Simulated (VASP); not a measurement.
# SnTe (Fm-3m) in VASP: a series of runs, part 2 of 2

VASP 6.6.1. The steps go on from the part before.

## 4. Single point, r2SCAN

This run uses another cell than the first one, of 32.33 Å³/atom.

The input, POSCAR:

```
SnTe
1.0
    0.0000000000      3.1855994637      3.1855994637
    3.1855994637      0.0000000000      3.1855994637
    3.1855994637      3.1855994637      0.0000000000
Sn Te
1 1
Direct
    0.0000000000      0.0000000000      0.0000000000
    0.5000000000      0.5000000000      0.5000000000
```

The input, INCAR.step1:

```
PREC = Accurate ; ENCUT = 520
ISMEAR = 0 ; SIGMA = 0.01
LREAL = F ; LASPH = T
NELM = 60 ; NBANDS = 17
GGA = PE ; ALGO = Normal
EDIFF = 1E-4 ; LWAVE = T
LCHARG = F
```

The input, INCAR.step2:

```
PREC = Accurate ; ENCUT = 520
EDIFF = 1E-7 ; ISMEAR = 0
SIGMA = 0.01 ; LREAL = F
LASPH = T ; NELM = 60
ALGO = Normal ; ISIF = 2
LWAVE = F ; LCHARG = T
METAGGA = R2SCAN ; LMIXTAU = T
LELF = T ; LVHAR = T
NBANDS = 17 ; ISTART = 1
```

The input, KPOINTS:

```
Automatic mesh
0
Gamma
  10 10 10
```

Potentials or basis: VASP PAW PBE potentials, release 64 (Sn_d, Te).

Started as:

```
$ cat potpaw_PBE.64/Sn_d/POTCAR potpaw_PBE.64/Te/POTCAR > POTCAR
$ cp INCAR.step1 INCAR
$ mpirun -np 1 vasp_std > vasp.out
$ cp INCAR.step2 INCAR
$ mpirun -np 1 vasp_std > vasp.out
```

OUTCAR:

```text
PREC = Accurate
   ENCUT = 520
   EDIFF = 1E-7
   ISMEAR = 0
   LREAL = F
   LASPH = T
   NELM = 60
   ISIF = 2
   METAGGA = R2SCAN
   ISTART = 1

 ion  position               nearest neighbor table
   1  0.000  0.000  0.000-   2 3.19   2 3.19   2 3.19   2 3.19   2 3.19   2 3.19
   2  0.500  0.500  0.500-   1 3.19   1 3.19   1 3.19   1 3.19   1 3.19   1 3.19

  LATTYP: Found a face centered cubic cell.
 ALAT       =     6.3711989274

  Lattice vectors:

[... 665 lines left out ...]

 [... further k-points ...]

------------------------ aborting loop because EDIFF is reached ----------------------------------------

  FORCE on cell =-STRESS in cart. coord.  units (eV):
  Direction    XX          YY          ZZ          XY          YZ          ZX
  --------------------------------------------------------------------------------------
  -------------------------------------------------------------------------------------
  Total       -0.0022978     -0.0022978     -0.0022978      0.0000000      0.0000000      0.0000000
  in kB       -0.0569394     -0.0569394     -0.0569394      0.0000000      0.0000000      0.0000000
  external PRESSURE =      -0.0569394 kB  Pullay stress =       0.0000000 kB

 VOLUME and BASIS-vectors are now :
 -----------------------------------------------------------------------------
  energy-cutoff  :      520.00
  volume of cell :       64.66
      direct lattice vectors                 reciprocal lattice vectors
     0.000000000  3.185599464  3.185599464    -0.156956330  0.156956330  0.156956330
     3.185599464  0.000000000  3.185599464     0.156956330 -0.156956330  0.156956330
     3.185599464  3.185599464  0.000000000     0.156956330  0.156956330 -0.156956330

 POSITION                                       TOTAL-FORCE (eV/Angst)
 -----------------------------------------------------------------------------------
      0.00000      0.00000      0.00000        -0.000000     -0.000000     -0.000000
      3.18560      3.18560      3.18560         0.000000      0.000000      0.000000
 -----------------------------------------------------------------------------------
    total drift:                               -0.000000      0.000000      0.000000

  FREE ENERGIE OF THE ION-ELECTRON SYSTEM (eV)
  ---------------------------------------------------
  free  energy   TOTEN  =       -50.6887320096 eV

  energy  without entropy=      -50.6887320096  energy(sigma->0) =      -50.68873201
```

OSZICAR.step1:

```text
N       E                     dE             d eps       ncg     rms          rms(c)
DAV:   1     0.123197055888E+03    0.12320E+03   -0.95403E+03  1625   0.132E+03
DAV:   2     0.351296420756E+01   -0.11968E+03   -0.11653E+03  1711   0.324E+02
DAV:   3    -0.730543000964E+01   -0.10818E+02   -0.10754E+02  2032   0.878E+01
DAV:   4    -0.760923233970E+01   -0.30380E+00   -0.30364E+00  1882   0.153E+01
DAV:   5    -0.762195042302E+01   -0.12718E-01   -0.12718E-01  2314   0.299E+00    0.420E+00
DAV:   6    -0.755998295816E+01    0.61967E-01   -0.14559E-01  2066   0.244E+00    0.266E+00
DAV:   7    -0.756130559792E+01   -0.13226E-02   -0.54433E-02  1914   0.109E+00    0.874E-01
DAV:   8    -0.756195668817E+01   -0.65109E-03   -0.73310E-03  1980   0.674E-01    0.177E-01
DAV:   9    -0.756201948278E+01   -0.62795E-04   -0.84282E-04  2075   0.262E-01
   1 F= -.75620195E+01 E0= -.75619972E+01  d E =-.445456E-04
```

Run time: 1.9 min. Hardware: 1 thread of Intel Xeon Platinum 8559C (Emerald Rapids), shared host; peak memory 0.23 GiB.

Results:

| Property | Result |
| --- | --- |
| Free energy | -50.6887 eV |
| Pressure | 0.0 GPa |
| Band gap on the k mesh | 0.13 eV |

Levels at points of the mesh, in eV from the valence-band top:
| k point | band 7 | band 8 | band 9 | band 10 | band 11 | band 12 | band 13 | band 14 |
| --- | --- | --- | --- | --- | --- | --- | --- | --- |
| (0.00, 0.00, 0.00) | -4.88 | -2.40 | -2.40 | -2.40 | 3.36 | 3.36 | 3.36 | 5.03 |
| (0.50, 0.00, 0.00) | -8.63 | -2.04 | -2.04 | 0.00 | 0.13 | 0.33 | 0.33 | 8.13 |
| (0.50, 0.50, 0.00) | -6.74 | -5.74 | -3.96 | -3.96 | 2.45 | 4.95 | 4.95 | 6.46 |

Caveat: semilocal functionals underestimate gaps, and a narrow one can read as zero; the PAW data sets were made with another functional, which shifts forces and pressure a little; spin-orbit coupling is left out, which moves the levels of the heavy elements.

## 5. Single point, r2SCAN

This run uses another cell than the first one, of 32.33 Å³/atom.

POSCAR is that of step 4.

The input, INCAR.step1:

```
SYSTEM = SnTe
PREC = Accurate ; ENCUT = 520
ISMEAR = 0 ; SIGMA = 0.01
LREAL = .False. ; LASPH = .True.
NELM = 80 ; NBANDS = 17
GGA = PE ; ALGO = Normal
EDIFF = 1E-4 ; LWAVE = .True.
LCHARG = .False.
```

The input, INCAR.step2:

```
SYSTEM = SnTe
PREC = Accurate ; ENCUT = 520
EDIFF = 1E-6 ; ISMEAR = 0
SIGMA = 0.01 ; LREAL = .False.
LASPH = .True. ; NELM = 80
ALGO = Normal ; ISIF = 2
LWAVE = .False. ; LCHARG = .False.
METAGGA = R2SCAN ; LMIXTAU = .True.
NBANDS = 17 ; ISTART = 1
```

The input, KPOINTS:

```
Automatic mesh
0
Gamma
  10 10 10
  0 0 0
```

Started as:

```
$ cat potpaw_PBE.64/Sn_d/POTCAR potpaw_PBE.64/Te/POTCAR > POTCAR
$ cp INCAR.step1 INCAR
$ mpirun -np 1 vasp_std > vasp.out
$ cp INCAR.step2 INCAR
$ mpirun -np 1 vasp_std > vasp.out
```

Run time: 88 s. Hardware: 1 thread of Intel Xeon Platinum 8559C (Emerald Rapids), shared host; peak memory 0.24 GiB.

The run converged. Its results:

```
Free energy            : -50.6887 eV
Pressure               : 0.0 GPa
Band gap on the k mesh : 0.13 eV
```

Levels at points of the mesh, in eV from the valence-band top:
| k point | band 8 | band 9 | band 10 | band 11 | band 12 | band 13 |
| --- | --- | --- | --- | --- | --- | --- |
| (0.00, 0.00, 0.00) | -2.40 | -2.40 | -2.40 | 3.36 | 3.36 | 3.36 |
| (0.50, 0.00, 0.00) | -2.04 | -2.04 | 0.00 | 0.13 | 0.33 | 0.33 |
| (0.50, 0.50, 0.00) | -5.74 | -3.96 | -3.96 | 2.45 | 4.95 | 4.95 |

Caveat: semilocal functionals underestimate gaps, and a narrow one can read as zero; the PAW data sets were made with another functional, which shifts forces and pressure a little; spin-orbit coupling is left out, which moves the levels of the heavy elements.

## 6. Single point, r2SCAN (33.30 Å³/atom)

This run uses another cell than the first one, of 33.30 Å³/atom.

The input, POSCAR:

```
SnTe
1.0
    0.0000000000      3.2171421038      3.2171421038
    3.2171421038      0.0000000000      3.2171421038
    3.2171421038      3.2171421038      0.0000000000
Sn Te
1 1
Direct
    0.0000000000      0.0000000000      0.0000000000
    0.5000000000      0.5000000000      0.5000000000
```

The input, INCAR.step1:

```
PREC     = Accurate       # precision mode
ENCUT    = 520            # plane-wave cutoff, eV
ISMEAR   = 0              # smearing method
SIGMA    = 0.01           # smearing width, eV
LREAL    = F              # projectors in reciprocal space
LASPH    = T              # aspherical terms in the spheres
NELM     = 100            # most SCF steps
NBANDS   = 17             # bands
GGA      = PE             # functional
ALGO     = Normal         # electronic algorithm
EDIFF    = 1E-4           # SCF threshold, eV
LWAVE    = T              # write WAVECAR
LCHARG   = F              # write CHGCAR
```

The input, INCAR.step2:

```
PREC     = Accurate       # precision mode
ENCUT    = 520            # plane-wave cutoff, eV
EDIFF    = 1E-7           # SCF threshold, eV
ISMEAR   = 0              # smearing method
SIGMA    = 0.01           # smearing width, eV
LREAL    = F              # projectors in reciprocal space
LASPH    = T              # aspherical terms in the spheres
NELM     = 100            # most SCF steps
ALGO     = Normal         # electronic algorithm
ISIF     = 2              # what is computed and relaxed
LWAVE    = F              # write WAVECAR
LCHARG   = F              # write CHGCAR
METAGGA  = R2SCAN         # meta-GGA
LMIXTAU  = T            
NBANDS   = 17             # bands
ISTART   = 1
```

The input, KPOINTS:

```
regular mesh
0
Gamma
  10 10 10
```

Potentials or basis: VASP PAW PBE potentials, release 64 (Sn_d, Te).

Started as:

```
$ cat potpaw_PBE.64/Sn_d/POTCAR potpaw_PBE.64/Te/POTCAR > POTCAR
$ cp INCAR.step1 INCAR
$ mpirun -np 1 vasp_std > vasp.out
$ cp INCAR.step2 INCAR
$ mpirun -np 1 vasp_std > vasp.out
```

OUTCAR:

```text
PREC = Accurate
   ENCUT = 520
   EDIFF = 1E-7
   ISMEAR = 0
   LREAL = F
   LASPH = T
   NELM = 100
   ISIF = 2
   METAGGA = R2SCAN
   ISTART = 1

 ion  position               nearest neighbor table
   1  0.000  0.000  0.000-   2 3.22   2 3.22   2 3.22   2 3.22   2 3.22   2 3.22
   2  0.500  0.500  0.500-   1 3.22   1 3.22   1 3.22   1 3.22   1 3.22   1 3.22

  LATTYP: Found a face centered cubic cell.
 ALAT       =     6.4342842076

  Lattice vectors:

 A1 = (   0.0000000000,   3.2171421038,   3.2171421038)
 A2 = (   3.2171421038,   0.0000000000,   3.2171421038)
 A3 = (   3.2171421038,   3.2171421038,   0.0000000000)

Analysis of symmetry for initial positions (statically):
=====================================================================
 Subroutine PRICEL returns:
 Original cell was already a primitive cell.

 Routine SETGRP: Setting up the symmetry group for a
 face centered cubic supercell.

 Subroutine GETGRP returns: Found 48 space group operations
 (whereof 48 operations were pure point group operations)
 out of a pool of 48 trial point group operations.

The static configuration has the point symmetry O_h .

Analysis of symmetry for dynamics (positions and initial velocities):
=====================================================================
 Subroutine PRICEL returns:
 Original cell was already a primitive cell.

 Routine SETGRP: Setting up the symmetry group for a
 face centered cubic supercell.

 Subroutine GETGRP returns: Found 48 space group operations
 (whereof 48 operations were pure point group operations)
 out of a pool of 48 trial point group operations.

The dynamic configuration has the point symmetry O_h .

 Subroutine INISYM returns: Found 48 space group operations
 (whereof 48 operations are pure point group operations),
 and found     1 'primitive' translations

----------------------------------------------------------------------------------------

                                     Primitive cell

  volume of cell :      66.5949

  direct lattice vectors                    reciprocal lattice vectors
     0.000000000  3.217142104  3.217142104    -0.155417443  0.155417443  0.155417443
     3.217142104  0.000000000  3.217142104     0.155417443 -0.155417443  0.155417443
     3.217142104  3.217142104  0.000000000     0.155417443  0.155417443 -0.155417443

  length of vectors
     4.549725995  4.549725995  4.549725995     0.269190908  0.269190908  0.269190908

  position of ions in fractional coordinates (direct lattice)
     0.000000000  0.000000000  0.000000000
     0.500000000  0.500000000  0.500000000

  ion indices of the primitive-cell ions
   primitive index   ion index
                 1           1
                 2           2

----------------------------------------------------------------------------------------

 KPOINTS: regular mesh

Automatic generation of k-mesh.
 Grid dimensions read from file:
 generate k-points for:   10   10   10

 Generating k-lattice:

  Cartesian coordinates                     Fractional coordinates (reciprocal lattice)
    -0.015541744  0.015541744  0.015541744     0.100000000  0.000000000  0.000000000
     0.015541744 -0.015541744  0.015541744     0.000000000  0.100000000  0.000000000
     0.015541744  0.015541744 -0.015541744     0.000000000  0.000000000  0.100000000

  Length of vectors
     0.026919091  0.026919091  0.026919091

  Shift w.r.t. Gamma in fractional coordinates (k-lattice)
     0.000000000  0.000000000  0.000000000

 Subroutine IBZKPT returns following result:
 ===========================================

 Found     47 irreducible k-points:

 Following reciprocal coordinates:
            Coordinates               Weight
  0.000000  0.000000  0.000000      1.000000
  0.100000  0.000000  0.000000      8.000000
  0.200000  0.000000  0.000000      8.000000
  0.300000  0.000000  0.000000      8.000000
  0.400000  0.000000  0.000000      8.000000
  0.500000  0.000000  0.000000      4.000000
[... 16 lines left out ...]
  0.300000  0.300000  0.000000      6.000000
  0.400000  0.300000  0.000000     24.000000
 [... further k-points ...]
   k-points           NKPTS =     47   k-points in BZ     NKDIM =     47   number of bands    NBANDS=     17
   number of dos      NEDOS =    301   number of ions     NIONS =      2
   total plane-waves  NPLWV =  46656
   dimension x,y,z NGX =    36 NGY =   36 NGZ =   36
   dimension x,y,z NGXF=    72 NGYF=   72 NGZF=   72
   ions per type =               1   1
   NGX,Y,Z   is equivalent  to a cutoff of  13.15, 13.15, 13.15 a.u.
   NGXF,Y,Z  is equivalent  to a cutoff of  26.31, 26.31, 26.31 a.u.
 SYSTEM =  unknown system
   PREC   = accura    normal or accurate (medium, high low for compatibility)
   ISTART =      1    job   : 0-new  1-cont  2-samecut
   ICHARG =      0    charge: 1-file 2-atom 10-const
   ISPIN  =      1    spin polarized calculation?
   LNONCOLLINEAR =      F non collinear calculations
   LSORBIT =      F    spin-orbit coupling
   LASPH  =      T    aspherical Exc in radial PAW
   ENCUT  =  520.0 eV  38.22 Ry    6.18 a.u.   8.46  8.46  8.46*2*pi/ulx,y,z
   NELM   =    100;   NELMIN=  2; NELMDL=  0     # of ELM steps
   EDIFF  = 0.1E-06   stopping-criterion for ELM
   LREAL  =      F    real-space projection
   EDIFFG = 0.1E-05   stopping-criterion for IOM
   NSW    =      0    number of steps for IOM
   IBRION =     -1    ionic relax: 0-MD 1-quasi-New 2-CG
   NFREE  =      0    steps in history (QN), initial steepest desc. (CG)
   ISIF   =      2    stress and relaxation
   ISYM   =      2    0-nonsym 1-usesym 2-fastsym
   POTIM  = 0.5000    time-step for ionic-motion
   TEBEG  =    0.0;   TEEND  =   0.0 temperature during run
   PSTRESS=    0.0 pullay stress
   NELECT =      20.0000    total number of electrons
   NUPDOWN=      -1.0000    fix difference up-down
   EMIN   =  10.00;   EMAX   =-10.00  energy-range for DOS
   EFERMI =   0.00;   METHOD = LEGACY
   ISMEAR =     0;   SIGMA  =   0.01  broadening in eV -4-tet -1-fermi 0-gaus
   EFERMI_NEDOS =   21; number of points for ismear=-14 and -15
   IALGO  =     38    algorithm
   IMIX   =      4    mixing-type and parameters
     AMIX     =   0.40;   BMIX     =  1.00
     AMIX_MAG =   1.60;   BMIX_MAG =  1.00
  volume/ion in A,a.u.               =      33.30       224.70
  Fermi-wavevector in a.u.,A,eV,Ry     =   1.096321  2.071747 16.353125  1.201921
  Thomas-Fermi vector in A             =   2.232661
   LORBIT       =      0    0 simple, 1 ext, 2 COOP (PROOUT), +10 PAW based schemes
   METAGGA = R2SCAN    functional components
   LHFCALC =     F    Hartree Fock is set to
   AEXX    =    0.0000 exact exchange contribution
   IVDW    =     0    specifies the selected vdW correction
   LEPSILON=     F    determine dielectric tensor
   LRPA    =     F    only Hartree local field effects (RPA)
 non-spin polarized calculation
 Gauss-broadening in eV      SIGMA  =   0.01
  energy-cutoff  :      520.00
  volume of cell :       66.59
 maximum number of plane-waves:      1823
 NGX is ok and might be reduce to    36
   NGX = 17   NGY = 17   NGZ = 17

 number of electron      20.0000006 magnetization

 Free energy of the ion-electron system (eV)
  ---------------------------------------------------
  ext. energy  EPLUGINS =         0.00000000
  ---------------------------------------------------
  free energy    TOTEN  =       -50.68156106 eV

  energy without entropy =      -50.68156106  energy(sigma->0) =      -50.68156106

 E-fermi :   6.3102     XC(G=0):  -9.7689

 val. band max:        6.1765905292   @ k =   0.5000   0.0000   0.0000
 cond. band min:       6.3967666744   @ k =   0.5000   0.0000   0.0000
 fundamental gap:      0.2201761452
 Fermi energy:         6.3101822413

 k-point     1 :       0.0000    0.0000    0.0000
  band No.  band energies     occupation
      1     -16.4943      2.00000
      2     -16.4943      2.00000
      3     -16.4875      2.00000
      4     -16.4874      2.00000
      5     -16.4874      2.00000
      6      -6.7822      2.00000
[... 9 lines left out ...]
     16      11.3330      0.00000
     17      13.2592      0.00000
[... 441 lines left out ...]
 k-point    24 :       0.4000    0.3000    0.0000
  band No.  band energies     occupation
      1     -16.5049      2.00000
      2     -16.4920      2.00000
      3     -16.4892      2.00000
      4     -16.4810      2.00000
      5     -16.4807      2.00000
      6      -5.6623      2.00000
[... 9 lines left out ...]
     16      15.7584      0.00000
     17      16.1248      0.00000

 [... further k-points ...]

------------------------ aborting loop because EDIFF is reached ----------------------------------------

  FORCE on cell =-STRESS in cart. coord.  units (eV):
  Direction    XX          YY          ZZ          XY          YZ          ZX
  --------------------------------------------------------------------------------------
  -------------------------------------------------------------------------------------
  Total       -0.5130418     -0.5130418     -0.5130418      0.0000000      0.0000000      0.0000000
  in kB      -12.3430540    -12.3430540    -12.3430540      0.0000000      0.0000000      0.0000000
  external PRESSURE =     -12.3430540 kB  Pullay stress =       0.0000000 kB

 VOLUME and BASIS-vectors are now :
 -----------------------------------------------------------------------------
  energy-cutoff  :      520.00
  volume of cell :       66.59
      direct lattice vectors                 reciprocal lattice vectors
     0.000000000  3.217142104  3.217142104    -0.155417443  0.155417443  0.155417443
     3.217142104  0.000000000  3.217142104     0.155417443 -0.155417443  0.155417443
     3.217142104  3.217142104  0.000000000     0.155417443  0.155417443 -0.155417443

 POSITION                                       TOTAL-FORCE (eV/Angst)
 -----------------------------------------------------------------------------------
      0.00000      0.00000      0.00000         0.000000      0.000000      0.000000
      3.21714      3.21714      3.21714         0.000000      0.000000     -0.000000
 -----------------------------------------------------------------------------------
    total drift:                               -0.000000      0.000000      0.000000

  FREE ENERGIE OF THE ION-ELECTRON SYSTEM (eV)
  ---------------------------------------------------
  free  energy   TOTEN  =       -50.6815610634 eV

  energy  without entropy=      -50.6815610634  energy(sigma->0) =      -50.68156106
```

Wall time 1.8 min (1 thread of Intel Xeon Platinum 8559C (Emerald Rapids), shared host); peak memory 0.25 GiB.

What came out:

* Free energy: -50.6816 eV
* Pressure: -1.2 GPa
* Band gap on the k mesh: 0.22 eV

Caveat: semilocal functionals underestimate gaps, and a narrow one can read as zero; the PAW data sets were made with another functional, which shifts forces and pressure a little; spin-orbit coupling is left out, which moves the levels of the heavy elements.

## 7. The runs side by side

```csv
cell,gap on the mesh (eV),pressure (GPa)
"a = 4.413 Å, angles 60.0°, 2 atoms",0.06,3.1
"a = 4.460 Å, angles 60.0°, 2 atoms",0.04,1.5
"a = 4.505 Å, angles 60.0°, 2 atoms",0.13,0.0
"a = 4.550 Å, angles 60.0°, 2 atoms",0.22,-1.2
```

Alike in all rows: task single point; level r2SCAN; potentials or basis VASP PAW PBE potentials, release 64 (Sn_d, Te); no spin polarisation; k mesh 10 × 10 × 10; cutoff (eV) 520; smearing gaussian 0.01 eV.

Caveats: semilocal functionals underestimate gaps, and a narrow one can read as zero; the PAW data sets were made with another functional, which shifts forces and pressure a little; spin-orbit coupling is left out, which moves the levels of the heavy elements; the cell stands under pressure (at least some runs).

Total energies depend on the potentials used, so only differences within one code and one set of settings carry meaning.

## 8. Against experiment

Step 4. A measured gap of SnTe is 0.18 eV (direct; 300 K; a printed reference work, textbook); the calculated 0.13 eV misses it by -0.05 eV. Spin-orbit coupling on Sn, Te is left out. The value is that of r2SCAN on a finite k mesh, which can miss the band edges, without temperature or zero-point motion.

Step 5. Measured gap of SnTe: 0.18 eV (direct; 300 K; a printed reference work, textbook). This calculation gives 0.13 eV (-0.05 eV). Spin-orbit coupling on Sn, Te is left out. The value is that of r2SCAN on a finite k mesh, which can miss the band edges, without temperature or zero-point motion.
